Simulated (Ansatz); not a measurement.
The system is Bi.

```
CELL_PARAMETERS angstrom
2.26750 1.30914 3.93800
-2.26750 1.30914 3.93800
0.00000 -2.61828 3.93800
ATOMIC_POSITIONS crystal
Bi 0.76600 0.76600 0.76600
Bi 0.23400 0.23400 0.23400
```

Base run:

| Property | Result |
| --- | --- |
| Program | Ansatz 0.2.0 |
| Functional | PBEsol |
| Potentials or basis | all-electron LAPW, scalar-relativistic |
| Cutoff | 214 eV (chosen from the basis error) |
| Basis error allowed | 0.001 eV/atom |
| k mesh | 7 × 7 × 7 |
| Occupations | fermi-dirac, width 0.05 eV |
| Spin | no spin polarisation |

Its results: pressure -0.3 GPa; largest force 0.131 eV/Å.

Q: The run is repeated on the same cell with these changes: functional from PBEsol to LDA. What comes out?

A: Pressure -1.6 GPa; largest force 0.048 eV/Å.

LDA binds more tightly than PBEsol, so the same cell stands under less pressure.
